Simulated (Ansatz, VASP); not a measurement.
CoO in VASP and in Ansatz

```
Co O
1.0
     2.58755    0.00000    0.00000
     0.00000    2.58755    0.00000
     0.00000    0.00000    2.58755
Co O
1 1
Direct
  0.00000 0.00000 0.00000
  0.50000 0.50000 0.50000
```

Change from the starting cell: volume scaled by 1.02.

Alike in both runs: task single point; functional PBE; k mesh 10 × 10 × 10; occupations fermi-dirac, width 0.05 eV; collinear spin, ferromagnetic start.

|  | VASP | Ansatz |
| --- | --- | --- |
| version | VASP 6.6.1 | Ansatz 0.2.0 |
| potentials or method | VASP PAW PBE potentials, release 64 (Co, O) | Ansatz PAW |
| plane-wave cutoff (eV) | 520 | 420 |
| valence electrons in the cell | 15 | 23 |

Ansatz gave:

* gap on the k mesh at the Fermi level (eV): none
* pressure (GPa): 6.9
* net moment per atom (μB): 1.50
* size of the moment on the site where the two differ most (μB): 0.47

Problem. Estimate VASP's values.

Solution. gap on the k mesh at the Fermi level (eV): none; pressure (GPa): 6.3; net moment per atom (μB): 1.50; size of the moment on the site where the two differ most (μB): 0.45.

Site moments also hang on the region over which each program counts them. A gap of «none» marks a metal or a gap that the smearing closes. The two sets of potentials don't hold the same shells in valence.

Caveats: a cell with one magnetic atom can't hold antiferromagnetic order, which such compounds often take; semilocal functionals often make such compounds metallic where correlation or magnetic order opens a gap, which also shifts bond lengths; the pressure holds a Pulay correction of +0.8 GPa for the finite cutoff (Ansatz).
